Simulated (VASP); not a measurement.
# As (P6/mmm) in VASP: further runs, part 2 of 2

VASP 6.6.1.

## (3) Relaxation of cell and atoms, MS2

Input file INCAR:

```
  PREC = Accurate
  ENCUT = 600
  EDIFF = 1E-7
  ISMEAR = 0
  SIGMA = 0.05
  LREAL = False
  LASPH = True
  NELM = 100
  ALGO = Normal
  ISIF = 3
  LWAVE = False
  LCHARG = False
  METAGGA = MS2
  LMIXTAU = True
  IBRION = 2
  NSW = 40
  EDIFFG = -0.005
```

Input file KPOINTS:

```
Automatic mesh
0
Gamma
  7 7 9
```

Input file POSCAR:

```
As
1.0
    4.5664000000      0.0000000000      0.0000000000
   -2.2832000000      3.9546200000      0.0000000000
    0.0000000000      0.0000000000      2.8337400000
As
2
Direct
    0.3333300000      0.6666700000      0.0000000000
    0.6666700000      0.3333300000      0.0000000000
```

Potentials or basis: VASP PAW PBE potentials, release 64 (As).

Started as:

```sh
$ cat potpaw_PBE.64/As/POTCAR > POTCAR
$ mpirun -np 1 vasp_std > vasp.out
```

OUTCAR:

```text
PREC = Accurate
   ENCUT = 600
   EDIFF = 1E-7
   ISMEAR = 0
   LREAL = False
   LASPH = True
   NELM = 100
   ISIF = 3
   METAGGA = MS2
   IBRION = 2
   NSW = 40
   EDIFFG = -0.005

 ion  position               nearest neighbor table
   1  0.333  0.667  0.000-   2 2.64   2 2.64   2 2.64
   2  0.667  0.333  0.000-   1 2.64   1 2.64   1 2.64

  LATTYP: Found a hexagonal cell.
 ALAT       =     4.5664000000
 C/A-ratio  =     0.6205632446

  Lattice vectors:

 A1 = (   4.5664000000,   0.0000000000,   0.0000000000)
 A2 = (  -2.2832000000,   3.9546200000,   0.0000000000)
 A3 = (   0.0000000000,   0.0000000000,   2.8337400000)

Analysis of symmetry for initial positions (statically):
=====================================================================
 Subroutine PRICEL returns:
 Original cell was already a primitive cell.

 Routine SETGRP: Setting up the symmetry group for a
 hexagonal supercell.

 Subroutine GETGRP returns: Found  8 space group operations
 (whereof  8 operations were pure point group operations)
 out of a pool of 24 trial point group operations.

The static configuration has the point symmetry D_2h.

Analysis of symmetry for dynamics (positions and initial velocities):
[... 172 lines left out ...]
  in kB      -39.4909122    -39.4859629    -12.3211743      0.0043139      0.0000000      0.0000000
  external PRESSURE =     -30.4326831 kB  Pullay stress =       0.0000000 kB
[... 131 lines left out ...]
--------------------------------------- Ionic step        5  -------------------------------------------

 number of electron      10.0000001 magnetization

 Free energy of the ion-electron system (eV)
  ---------------------------------------------------
  ext. energy  EPLUGINS =         0.00000000
  ---------------------------------------------------
  free energy    TOTEN  =       -10.86183642 eV

  energy without entropy =      -10.86016425  energy(sigma->0) =      -10.86100034

 E-fermi :   4.2952     XC(G=0):  -9.5101

 val. band max:        4.2632043005   @ k =   0.0000   0.0000   0.0000
 cond. band min:       4.2977055772   @ k =  -0.4286   0.2857   0.4444
 fundamental gap:      0.0345012767
 Fermi energy:         4.2952310973

 k-point     1 :       0.0000    0.0000    0.0000
  band No.  band energies     occupation
      1     -10.4638      2.00000
      2      -4.2132      2.00000
      3      -0.2458      2.00000
      4      -0.2456      2.00000
      5       4.2630      1.63776
      6       4.2632      1.63499
      7       7.7584      0.00000
      8       8.7310      0.00000
      9      12.1306      0.00000
[... 265 lines left out ...]
 k-point    24 :       0.1429    0.1429    0.1111
  band No.  band energies     occupation
      1      -9.7906      2.00000
      2      -5.6349      2.00000
      3      -0.7685      2.00000
      4       1.3557      2.00000
      5       4.3831      0.01293
      6       6.0440      0.00000
      7       6.2584      0.00000
      8       9.5586      0.00000
      9      11.1843      0.00000

 [... further k-points ...]

------------------------ aborting loop because EDIFF is reached ----------------------------------------

  FORCE on cell =-STRESS in cart. coord.  units (eV):
  Direction    XX          YY          ZZ          XY          YZ          ZX
  --------------------------------------------------------------------------------------
  -------------------------------------------------------------------------------------
  Total       -0.0029540     -0.0026126      0.0032268      0.0002956      0.0000000      0.0000000
  in kB       -0.0982712     -0.0869147      0.1073461      0.0098351      0.0000000      0.0000000
  external PRESSURE =      -0.0259466 kB  Pullay stress =       0.0000000 kB
[... 17 lines left out ...]
  FREE ENERGIE OF THE ION-ELECTRON SYSTEM (eV)
  ---------------------------------------------------
  free  energy   TOTEN  =       -10.8618364193 eV

  energy  without entropy=      -10.8601642510  energy(sigma->0) =      -10.86100034

 reached required accuracy - stopping structural energy minimisation
```

Run time: 3.9 min. Hardware: 1 thread of Intel Xeon 6975P-C (Granite Rapids), shared host; peak memory 0.21 GiB.

Results:

```
Free energy                            : -10.8618 eV
Relaxed volume                         : 24.08 Å³/atom
Relaxed cell                           : a = 4.469 Å, b = 4.469 Å, c = 2.785 Å, α = 90.00°, β = 90.00°, γ = 120.00°
Space group after relaxing (to 0.05 Å) : P6/mmm (No. 191)
Energy gained by relaxing              : 15.7 meV/atom
Ionic steps                            : 5
Pressure after relaxing                : 0.0 GPa
Band gap on the k mesh                 : none (metal or under the smearing width)
```

Step by step:
```
step  energy change (eV)  largest force (eV/Å)  pressure (GPa)  volume (Å³)
   1              0.0000                0.0002           -3.04        51.17
   2             -0.0225                0.0001            0.96        47.65
   3             -0.0284                0.0000           -0.37        48.72
   4             -0.0313                0.0001            0.06        48.11
   5             -0.0313                0.0001            0.00        48.16
```

Final structure:
```
As
1.0
     4.46855    0.00003    0.00000
    -2.23425    3.86989    0.00000
     0.00000    0.00000    2.78502
As
2
Direct
  0.33333 0.66667 0.00000
  0.66667 0.33333 0.00000
```

Caveat: the PAW data sets were made with another functional, which shifts forces and pressure a little.

## (4) Relaxation of cell and atoms, r2SCAN+rVV10

Input file INCAR:

```
PREC = Accurate ; ENCUT = 600
EDIFF = 1E-6 ; ISMEAR = 0
SIGMA = 0.05 ; LREAL = False
LASPH = True ; NELM = 100
ALGO = Normal ; ISIF = 3
LWAVE = False ; LCHARG = False
METAGGA = R2SCAN ; LMIXTAU = True
LUSE_VDW = True ; IVDW_NL = 2
BPARAM = 11.95 ; CPARAM = 0.0093
IBRION = 2 ; NSW = 40
EDIFFG = -0.01
```

Input file KPOINTS:

```
regular mesh
0
Gamma
  7 7 9
```

POSCAR is that of step 3.

Started as:

```sh
$ cat potpaw_PBE.64/As/POTCAR > POTCAR
$ mpirun -np 1 vasp_std > vasp.out
```

Run time: 4.4 min. Hardware: 1 thread of Intel Xeon 6975P-C (Granite Rapids), shared host; peak memory 0.34 GiB.

Results (log left out):

```yaml
Free_energy: -28.6253 eV
Relaxed_volume: 24.67 Å³/atom
Relaxed_cell: a = 4.493 Å, b = 4.493 Å, c = 2.822 Å, α = 90.00°, β = 90.00°, γ = 120.00°
Space_group_after_relaxing_to_0.05_Å: P6/mmm (No. 191)
Energy_gained_by_relaxing: 8.7 meV/atom
Ionic_steps: 4
Pressure_after_relaxing: 0.0 GPa
Band_gap_on_the_k_mesh: none (metal or under the smearing width)
```

Stress tensor (GPa, compression positive):
```
-0.03  0.00  0.00
 0.00 -0.03  0.00
 0.00  0.00  0.05
```

The path:
| step | energy change (eV) | largest force (eV/Å) | pressure (GPa) | volume (Å³) |
| --- | --- | --- | --- | --- |
| 1 | 0.0000 | 0.0002 | -2.23 | 51.17 |
| 2 | -0.0097 | 0.0000 | 1.24 | 48.57 |
| 3 | -0.0171 | 0.0001 | -0.20 | 49.58 |
| 4 | -0.0175 | 0.0000 | -0.01 | 49.34 |

Final structure:
```xyz
2
Lattice="4.4932 0.0000 0.0000 -2.2466 3.8912 0.0000 0.0000 0.0000 2.8219" Properties=species:S:1:pos:R:3 pbc="T T T"
As    0.0000    2.5942    2.8219
As    2.2466    1.2971    0.0000
```

Levels at points of the mesh, in eV from the Fermi level:
| k point | band 3 | band 4 | band 5 | band 6 | band 7 | band 8 |
| --- | --- | --- | --- | --- | --- | --- |
| (0.00, 0.00, 0.00) | -4.60 | -4.60 | 0.08 | 0.08 | 3.30 | 4.75 |

Caveat: the PAW data sets were made with another functional, which shifts forces and pressure a little.

## (5) Relaxation of the atoms, r2SCAN (atoms moved at random, drawn with an rms of 0.1 Å)

Input file INCAR:

```
SYSTEM = As
  PREC = Accurate
  ENCUT = 520
  EDIFF = 1E-6
  ISMEAR = 0
  SIGMA = 0.05
  LREAL = .False.
  LASPH = .True.
  NELM = 100
  ALGO = Normal
  ISIF = 2
  LWAVE = .False.
  LCHARG = .False.
  METAGGA = R2SCAN
  LMIXTAU = .True.
  IBRION = 2
  NSW = 40
  EDIFFG = -0.005
```

Input file KPOINTS:

```
Automatic mesh
0
Gamma
  5 5 7
  0 0 0
```

Input file POSCAR:

```
As
1.0
    4.5664000000      0.0000000000      0.0000000000
   -2.2832000000      3.9546200000      0.0000000000
    0.0000000000      0.0000000000      2.8337400000
As
2
Direct
    0.3466460000      0.6844370000      0.0149760000
    0.6618720000      0.3357830000      0.0200460000
```

Started as:

```sh
$ cat potpaw_PBE.64/As/POTCAR > POTCAR
$ mpirun -np 1 vasp_std > vasp.out
```

Run time: 4 min. Hardware: 1 thread of Intel Xeon 6975P-C (Granite Rapids), shared host; peak memory 0.2 GiB.

Results (log left out):

* Free energy: -28.8087 eV
* Energy gained by relaxing: 2.6 meV/atom
* Ionic steps: 9
* Pressure after relaxing: -1.2 GPa
* Band gap on the k mesh: none (metal or under the smearing width)

Forces on the atoms (eV/Å):
```
As   0.001 -0.002  0.001
As  -0.001  0.002 -0.001
```

Stress tensor (GPa, compression positive):
```
 0.33  0.00  0.00
 0.00  0.42  0.00
 0.00  0.00 -4.31
```

Step by step:
```
step  energy change (eV)  largest force (eV/Å)  pressure (GPa)
   1              0.0000                0.1798           -1.37
   2             -0.0028                0.1413           -1.26
   3             -0.0052                0.0145           -1.18
   4             -0.0052                0.0123           -1.17
   5             -0.0052                0.0125           -1.17
   6             -0.0052                0.0099           -1.17
   7             -0.0052                0.0065           -1.19
   8             -0.0052                0.0064           -1.20
   9             -0.0052                0.0023           -1.19
```

Final structure:
```cif
data_structure
_symmetry_space_group_name_H-M 'P 1'
_symmetry_Int_Tables_number 1
_cell_length_a 4.5664
_cell_length_b 4.5664
_cell_length_c 2.8337
_cell_angle_alpha 90.000
_cell_angle_beta 90.000
_cell_angle_gamma 120.000
_cell_volume 51.17
loop_
_atom_site_label
_atom_site_type_symbol
_atom_site_fract_x
_atom_site_fract_y
_atom_site_fract_z
_atom_site_occupancy
As1 As 0.33997 0.68164 0.01736 1
As2 As 0.66854 0.33858 0.01766 1
```

Levels at points of the mesh, in eV from the Fermi level:
| k point | band 3 | band 4 | band 5 | band 6 | band 7 | band 8 |
| --- | --- | --- | --- | --- | --- | --- |
| (0.00, 0.00, 0.00) | -4.70 | -4.43 | -0.18 | 0.18 | 3.28 | 4.77 |

Caveat: the PAW data sets were made with another functional, which shifts forces and pressure a little.

## (6) Overview

```csv
task,level,cell,k mesh,cutoff (eV),gap on the mesh (eV),pressure (GPa),relaxed volume (Å³/atom)
relaxation of cell and atoms,r2SCAN,relaxed,7 × 7 × 9,600,none,0.0,24.94
relaxation of cell and atoms,MS2,relaxed,7 × 7 × 9,600,none,0.0,24.08
relaxation of cell and atoms,r2SCAN+rVV10,relaxed,7 × 7 × 9,600,none,0.0,24.67
relaxation of the atoms,r2SCAN,"atoms relaxed from: atoms moved at random, drawn with an rms of 0.1 Å",5 × 5 × 7,520,none,-1.2,-
```

Alike in all rows: potentials or basis VASP PAW PBE potentials, release 64 (As); no spin polarisation; smearing gaussian 0.05 eV.

Caveats: the PAW data sets were made with another functional, which shifts forces and pressure a little.

Absolute energies hang on the potentials; compare differences alone.
